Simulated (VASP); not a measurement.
Runs of VASP 6.6.1 on MgO. Symmetry: Pm-3m, No. 221, cubic system. The conventional cell has a = 2.623 Å, b = 2.623 Å, c = 2.623 Å, α = 90.00°, β = 90.00°, γ = 90.00°. Mg (site symmetry m-3m) is surrounded by 8 O at 2.27 Å. Around O (site symmetry m-3m) lie 8 Mg at 2.27 Å. The cell was built by a generator and needn't be a form met in nature.

```csv
task,cell,cutoff (eV),smearing,gap on the mesh (eV),pressure (GPa),relaxed volume (Å³/atom)
single point,"Pm-3m, 9.03 Å³/atom",520,gaussian 0.02 eV,3.45,-1.2,-
relaxation of cell and atoms,relaxed,600,gaussian 0.02 eV,3.53,0.0,8.95
relaxation of cell and atoms,relaxed from: cell and atoms relaxed tightly for response,600,gaussian 0.01 eV,(a),0.0,8.95
single point,cell and atoms relaxed tightly for response,520,gaussian 0.01 eV,3.45,-1.2,-
```

Alike in all rows: level r2SCAN; potentials or basis VASP PAW PBE potentials, release 64 (Mg, O); no spin polarisation; k mesh 10 × 10 × 10.

Fill in the values left out.

(a) 3.54.

Caveats: the PAW data sets were made with another functional, which shifts forces and pressure a little.

A k mesh can miss the band edges.
